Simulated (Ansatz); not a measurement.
Elastic constants of CaS (Fm-3m), step by step

```
CELL_PARAMETERS angstrom
0.00000 2.78222 2.78222
2.78222 0.00000 2.78222
2.78222 2.78222 0.00000
ATOMIC_POSITIONS crystal
Ca 0.00000 0.00000 0.00000
S 0.50000 0.50000 0.50000
```

Unless marked otherwise, the numbers come from LDA, all-electron LAPW in Ansatz 0.2.0, scalar-relativistic. k mesh 6×6×6, strains of ±0.008, fixed occupations, basis error target 0.5 meV/atom. The cell was relaxed by PAW under this functional, which moved its volume by -6 % from the database entry's.

The cell is cubic and carries a residual pressure of 0.00 GPa at this level. Each strain component that symmetry leaves independent is applied at ±0.008, the ions relax wherever a strain frees them, and the stress (tension positive, GPa) is read. Shears are engineering strains, γ = 2ε.

```json
{"strain": "xx", "size": "-0.008", "σxx": "-1.3054", "σyy": "-0.1910", "σzz": "-0.1910", "σyz": "0.0000", "σxz": "0.0000", "σxy": "0.0000"}
{"strain": "xx", "size": "+0.008", "σxx": "1.1833", "σyy": "0.1898", "σzz": "0.1898", "σyz": "0.0000", "σxz": "0.0000", "σxy": "0.0000"}
{"strain": "yz", "size": "-0.008", "σxx": "0.0032", "σyy": "0.0002", "σzz": "0.0002", "σyz": "-0.2827", "σxz": "0.0000", "σxy": "0.0000"}
{"strain": "yz", "size": "+0.008", "σxx": "0.0032", "σyy": "0.0002", "σzz": "0.0002", "σyz": "0.2827", "σxz": "0.0000", "σxy": "0.0000"}
```

A central difference gives one constant, for example C11 ≈ (1.1833 − (-1.3054))/(0.016) = 155.5 GPa; the program then imposes the crystal's symmetry on the whole matrix.

**Question.** What are the independent elastic constants?

**Answer.** C11 = 155.5, C12 = 23.8, C44 = 35.3 GPa.

**Question.** Do they meet the Born conditions?

**Answer.** C11 − C12 = 131.7, C11 + 2C12 = 203.1 and C44 = 35.3 GPa must all be positive, so the crystal is elastically stable; that says nothing yet of its phonons.

**Question.** What moduli does a random aggregate of grains have?

**Answer.** B = (C11 + 2C12)/3 = 67.7 GPa. G_V = (C11 − C12 + 3C44)/5 = 47.5 and G_R = 5(C11 − C12)C44/(4C44 + 3(C11 − C12)) = 43.4, so G_H = 45.5 GPa. Then E = 9BG/(3B + G) = 111.4 GPa, ν = (3B − 2G)/(6B + 2G) = 0.226 and B/G = 1.49, on the brittle side of Pugh's 1.75 (a rule of thumb, made for metals; it doesn't predict ductility here).

**Question.** With the density of 2.781 g/cm³, how fast does sound travel, and what Debye temperature follows?

**Answer.** 

| direction | slow (m/s) | middle (m/s) | fast (m/s) |
| --- | --- | --- | --- |
| [100] | 3564 | 3564 | 7479 |
| [110] | 3564 | 4867 | 6704 |
| [111] | 4475 | 4475 | 6426 |

The mean of v⁻³ over directions and branches gives v_m = 4434 m/s and θ_D = (ħ/k_B) v_m (6π²n)^(1/3) = 474 K, n being atoms per volume. Young's modulus spans 90 to 149 GPa over directions, and the universal anisotropy index is 0.48.

**Question.** How far do the constants move if PAW replaces LAPW in the same cell?

**Answer.** 

```
constant  LAPW (GPa)  PAW (GPa)  difference
     C11       155.5      155.5         0.0
     C12        23.8       23.8         0.0
     C44        35.3       35.3         0.0
```

**Question.** How do the constants change if the ions are clamped to the homogeneous strain?

**Answer.** None moves by more than 0.3 GPa: by symmetry a homogeneous strain puts no force on these sites.

Caveats: the frozen-core PAW files of the compared runs were fitted under PBE, their cores solved anew for this functional.
